# Squeezing and stretching corundum

Corundum, Al₂O₃, is calculated here at seven volumes with one hybrid functional. All edges of the cell are scaled by the same factor, from 3% shorter to 3% longer than in the middle row, and the ions were then relaxed with another functional, r2SCAN.

Corundum, Al₂O₃ (space group R-3c), at seven volumes, calculated with Ansatz 0.2.0 using HSE06, PAW potentials and plane waves, without spin polarisation, on geometries relaxed with r2SCAN. The cutoff is 420 eV, the k mesh 4×4×4, and the occupations are fixed. Pressure and stress are positive in compression, and c/a refers to the conventional hexagonal cell.

```
volume (Å³/atom)     c/a  shortest distance (Å)  pressure (GPa)  stress xx (GPa)  stress yy (GPa)  stress zz (GPa)
           7.753  2.7307                  1.800          26.800           27.300           27.300           25.900
           7.995  2.7308                  1.818          16.400           16.600           16.600           15.800
           8.243  2.7307                  1.837           7.100            7.300            7.300            6.900
           8.495  2.7307                  1.856          -1.000           -1.000           -1.000           -1.000
           8.752  2.7307                  1.875          -8.100           -8.300           -8.300           -7.900
           9.015  2.7307                  1.893         -14.400          -14.700          -14.700          -13.900
           9.283  2.7307                  1.913         -19.900          -20.300          -20.300          -19.200
```

## 1. What does a negative pressure mean, and why does the middle row have one?

Pressure counts as positive when the cell pushes outward against its walls. A negative value means that the cell is held open and would contract if released. The middle row, at 8.495 Å³ per atom, shows −1.0 GPa because its geometry was optimised with r2SCAN. The hybrid functional prefers a volume about 0.4% smaller, near 8.46 Å³ per atom. A change of functional thus shifts the zero of the pressure curve, even though the crystal is the same.

## 2. Which is harder, squeezing or stretching?

Squeezing is harder. Starting from the middle row, shortening the edges by 3% raises the pressure by 27.8 GPa, whereas lengthening them by 3% lowers it by only 18.9 GPa. The bulk modulus $B=-dP/d\ln V$, with $P$ the pressure and $V$ the volume per atom, measures this resistance. Taken between neighbouring rows, it falls at every step, from about 338 GPa at the dense end to 188 GPa at the open end.

The cause is standard physics of ionic solids, though the table doesn't split the energy into its parts. Oppositely charged ions attract each other with a force that changes slowly with distance. Their closed electron shells repel each other as soon as they overlap, and this repulsion changes steeply. Bringing the ions closer therefore adds more repulsion than moving them apart by the same amount removes, and the crystal stiffens as it shrinks.

## 3. Can two constants describe the whole curve?

A constant bulk modulus is the simplest attempt, and it misses the pressure by up to 2.4 GPa. A better start is an energy that grows with the square of a strain measured against the deformed lengths:

$$E=\tfrac92 V_0B_0f^2,\qquad f=\tfrac12\left[(V_0/V)^{2/3}-1\right].$$

Here $V_0$ is the volume at zero pressure and $B_0$ the bulk modulus there. This strain grows faster in compression than in extension, so it imitates the steepening repulsion. The derivative $P=-dE/dV$ is the second-order Birch–Murnaghan equation:

$$P=\tfrac32B_0\left[(V_0/V)^{7/3}-(V_0/V)^{5/3}\right].$$

Fitting it to all seven rows gives $V_0=8.461$ Å³ per atom and $B_0=257.7$ GPa. For the smallest cell, $V_0/V=8.461/7.753=1.0913$. The two powers are 1.226 and 1.157, and their difference, before rounding, is 0.0694. The pressure is then $1.5\times257.7\times0.0694\approx26.8$ GPa, as in the table. This row was part of the fit, so the agreement shows that the form suits the curve, and it is no independent prediction.

The equation has a built-in rule: near zero pressure, each added GPa of pressure raises the bulk modulus by 4 GPa. When this slope is set free, the seven rows give about 3.9. That is why two constants are enough over this range. The printed output after the text compares the three fits.

## 4. What has to give way when the crystal shrinks?

The bonds do. When the edges shorten by 3.0%, the shortest Al–O distance also shortens by 3.0%, and it follows the edges closely in the other rows too. The ions were free to move within each cell, yet they found no way to spare these bonds. The table doesn't list the longer Al–O contacts of corundum.

Quartz, the oxide of aluminium's neighbour silicon, behaves differently. Its SiO₄ tetrahedra meet only at corners and can turn against each other, so the crystal shrinks largely by closing Si–O–Si angles. Its bulk modulus is several times smaller than that of corundum, although the Si–O bond itself is strong. To guess how stiff a neighbouring oxide is, ask first whether compression must shorten bonds or can merely turn rigid units.

## 5. Would the cell keep its shape under an even pressure?

Not exactly. In the smallest cell the stress in the basal plane, xx, is 27.3 GPa, while the stress along the c axis, zz, is 25.9 GPa. The same fractional shortening thus meets about 5% more resistance in the plane than along c. In the most stretched cell the in-plane stress is larger in size by a similar share.

An even pressure needs equal stresses. To reach them at the smallest volume, a stable crystal would widen slightly in the plane and shorten along c, so c/a would fall. This follows from the stresses by elasticity theory. The size of the change remains open, because every cell here has practically the same c/a.

## 6. Would a picture of charged spheres give the right stiffness?

Only roughly. Let the attraction between full ionic charges lower the energy in proportion to $1/R$, and let the repulsion between shells raise it in proportion to $1/R^n$, where $R$ is the distance between ions. Then

$$B_0=\frac{(n-1)E_M}{9V_0},$$

where $E_M$ is the size of the electrostatic energy per atom. With a rough Madelung constant and an exponent $n=7$, a rough value for ions with neon's closed shell, the bulk modulus comes out nearly twice as large as the calculated one.

Smaller charges would lower it, but the slope of the modulus offers a second test. In this model the slope is $(n+7)/3$, whatever the charges. An exponent of 7 gives 4.7, well above the fitted 3.9, while an exponent near 4, which full charges would need to match the modulus, gives 3.7. The calculated slope thus points to a softer repulsion than an exponent of 7 gives. It doesn't fix the true charges, since a single power law stands in for everything except the point-charge attraction.

## 7. Which digits can be trusted?

The stresses were converged with loose thresholds, so they deserve a check against the total energies of the same cells. The energy rises by about 55 meV per atom towards either end of the series. Adding up the work along the fitted pressure curve gives the same rises to within 0.1 meV per atom. The loose thresholds therefore don't endanger the trend in pressure. The difference between the stresses in the plane and along c isn't tested in this way, because all the cells have practically the same shape.

Rounding matters more once differences are taken. Pressures printed to 0.1 GPa leave an uncertainty of up to about 3 GPa in a modulus taken between two rows. The fall from 338 to 188 GPa is far larger than this, but the last digit of either value is not firm.

Agreement between energy and stress can't reveal an error that both share. No run with a larger basis or a denser k mesh is at hand to test that. Thermal and zero-point motion are also absent from the calculation. Both are expected to make the volume somewhat larger and the crystal less stiff.

The analysis program printed:

```
fit of pressure on 7 rows: coefficient of log(vol) -258.3 +/- 12, constant 553.5 +/- 25; rms 1.58, worst 7.753 -2.36, leave-one-out rms 2.57
fit of pressure on 7 rows: coefficient of 1.5*((s/vol)**(7/3)-(s/vol)**(5/3)) 257.7 +/- 0.24, s 8.461; rms 0.0328, worst 9.283 0.0543, leave-one-out rms 0.0512
fit of pressure on 7 rows: coefficient of 1.5*((s/vol)**(7/3)-(s/vol)**(5/3)) 257.8 +/- 0.15, coefficient of 1.125*((s/vol)**(2/3)-1)**2*(s/vol)**(5/3) -19.5 +/- 3.9, s 8.463; rms 0.0182, worst 8.243 0.0329, leave-one-out rms 0.0308
Steps and comparisons:
    row  bulk modulus from the row before (GPa)  xx minus zz (GPa)  edge change (%)  short bond change (%)  energy rise computed (meV/atom)  energy rise from pressures (meV/atom)
  7.753                                     n/a                1.4           -3.001                 -3.017                            55.16                                  55.13
  7.995                                   338.4                0.8           -2.002                 -2.047                            22.69                                   22.7
  8.243                                   304.4                0.4          -0.9988                 -1.024                            4.721                                  4.682
  8.495                                     269                  0                0                      0                                0                                      0
  8.752                                   238.2               -0.4           0.9984                  1.024                            7.497                                  7.439
  9.015                                   212.8               -0.8                2                  1.994                            26.07                                  26.05
  9.283                                   187.7               -1.1            3.001                  3.071                            54.83                                  54.85
Pressure gained from 8.495 to the smallest volume (GPa): 27.8
Pressure lost from 8.495 to the largest volume (GPa): 18.9
Bulk modulus of the first step over that of the last: 1.802
Largest rounding error of a stepwise bulk modulus (GPa): 3.414
Bulk modulus at zero pressure, third order (GPa): 257.8
Rise of bulk modulus per GPa of pressure, third order: 3.924
Zero-pressure volume below the r2SCAN volume by (%): 0.3826
Stress xx above zz at the smallest volume (%): 5.405
Stress xx above zz in size at the largest volume (%): 5.729
Largest gap between the two energy rises (meV/atom): 0.05814
Point-ion bulk modulus with exponent 7 over the computed one: 1.899
Exponent that full charges would need: 4.159
Rise of bulk modulus per GPa with that exponent: 3.72
Rise of bulk modulus per GPa with exponent 7: 4.667
```
